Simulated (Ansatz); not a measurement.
# HfO2: energy above lowest point against volume scale

All results are calculated (Ansatz 0.2.0). Free energy against uniform scaling of the volume at fixed shape and fractions; periodic cell, basis, potentials, k mesh and filling as listed.

The cell before it is scaled or strained (space group P4_2/mnm, No. 136):
```
cell vectors (Å)
   4.8135     0.0000     0.0000
   0.0000     4.8135     0.0000
   0.0000     0.0000     3.2054
atoms (fractions of the cell vectors)
Hf  0.00000  0.00000  0.00000
Hf  0.50000  0.50000  0.50000
O   0.19496  0.80504  0.50000
O   0.30504  0.30504  0.00000
O   0.69496  0.69496  0.00000
O   0.80504  0.19496  0.50000
```

Settings of every row: functional PBEsol; dispersion none; potentials PAW; wave cutoff 500 eV; density cutoff 2000 eV; k mesh 4x4x6; k shift 0x0x0; occupations fixed; smearing width 0 eV; spin none.

Limits: no spin-orbit coupling, which can matter with elements this heavy; the cell comes from a prototype or a list of computed structures and needn't be the stable phase.

```csv
row,volume scale,V (Å³/atom),energy above lowest point (meV/atom)
1,0.94,11.635,45.3
2,0.96,11.883,21.5
3,0.98,12.131,6.7
4,1,12.378,0
5,1.02,12.626,0.7
6,1.04,12.873,?
7,1.06,13.121,21.2
```

Question: what energy above lowest point should row 6 give?

Worked fit of energy above lowest point. Take u = (V_r/V)^(2/3) − 1 with V_r = 12.255 Å³ an atom, which is twice the finite (Eulerian) strain; such expansions in the strain, on which the Birch-Murnaghan equation of state is built, carry the rest volume and the bulk modulus. The shown rows have u = 0.03522, 0.02076, 0.0068, -0.00664, -0.01969, -0.0445. Least squares give energy above lowest point = 2.4 + 493.1 × u + 20582 × u² meV/atom; a straight line predicts inner rows, each left out in turn, worse (root mean square 13 against 0.034 meV/atom). All shown rows lie on it to the printed digit. Its lowest point lies at u = -0.0120, or V = 12.48 Å³ an atom, and the curvature there gives the bulk modulus at fixed shape and fractions, B = (4/9)(1 + u)² E″(u)/V = 229 GPa. Letting shape and atoms relax would as a rule lower it, by much in layered, chain or molecular crystals. The withheld row has u = -0.03227, so the fit gives 2.4 + 493.1 × (-0.03227) + 20582 × (-0.03227)² = 7.9 meV/atom.

The calculation gave 7.9 meV/atom. The fit meets it to the printed digit.
